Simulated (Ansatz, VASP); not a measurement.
One calculation of SiC (Moissanite 3C), two programs

Contents of INCAR:

```
PREC = Accurate
ENCUT = 520
EDIFF = 1E-7
ISMEAR = 0
SIGMA = 0.05
LREAL = False
LASPH = True
NELM = 60
ALGO = Normal
ISIF = 2
LWAVE = False
LCHARG = False
GGA = PS
NBANDS = 11
```

KPOINTS

```
regular mesh
0
Gamma
  18 18 18
```

The input POSCAR:

```
SiC
1.0
    0.0000000000      2.0875311063      2.0875311063
    2.0875311063      0.0000000000      2.0875311063
    2.0875311063      2.0875311063      0.0000000000
Si C
1 1
Direct
    0.0000000000      0.0000000000      0.0000000000
    0.2500000000      0.2500000000      0.2500000000
```

Input for Ansatz:

```yaml
crystal:
  lattice:
    - [0.0, 2.0875311063, 2.0875311063]
    - [2.0875311063, 0.0, 2.0875311063]
    - [2.0875311063, 2.0875311063, 0.0]
  atoms:
    - { symbol: Si, position: [0.0, 0.0, 0.0] }
    - { symbol: C, position: [0.25, 0.25, 0.25] }
basis:
  ecutwfc: 420
  ecutrho_ratio: 4
kpoints:
  mp_grid: { grid: [18, 18, 18] }
hamiltonian:
  xc: pbesol
scf:
  occupations: { method: gaussian, width: 0.05 }
output:
  forces: true
  stress: true
  eigenvalues: true
```

Alike in both runs: task single point; functional PBEsol; k mesh 18 × 18 × 18; occupations gaussian, width 0.05 eV; no spin polarisation.

```csv
,VASP,Ansatz
version,VASP 6.6.1,Ansatz 0.2.0
potentials or method,"VASP PAW PBE potentials, release 64 (Si, C)","scalar-relativistic, plane waves, PAW"
plane-wave cutoff (eV),520,420
valence electrons in the cell,8,8
```

Ansatz gave:

```
gap on the k mesh at the Fermi level (eV) : 1.12
least direct gap on the mesh (eV)         : 4.58
```

**Question.** Which values does VASP return?

**Answer.** gap on the k mesh at the Fermi level (eV): 1.11; least direct gap on the mesh (eV): 4.56.

The functional is the same, so the differences come from potentials, cutoffs and numerics.

 As with any semilocal functional, this PBEsol gap is likely too small. A k mesh can miss the band edges.
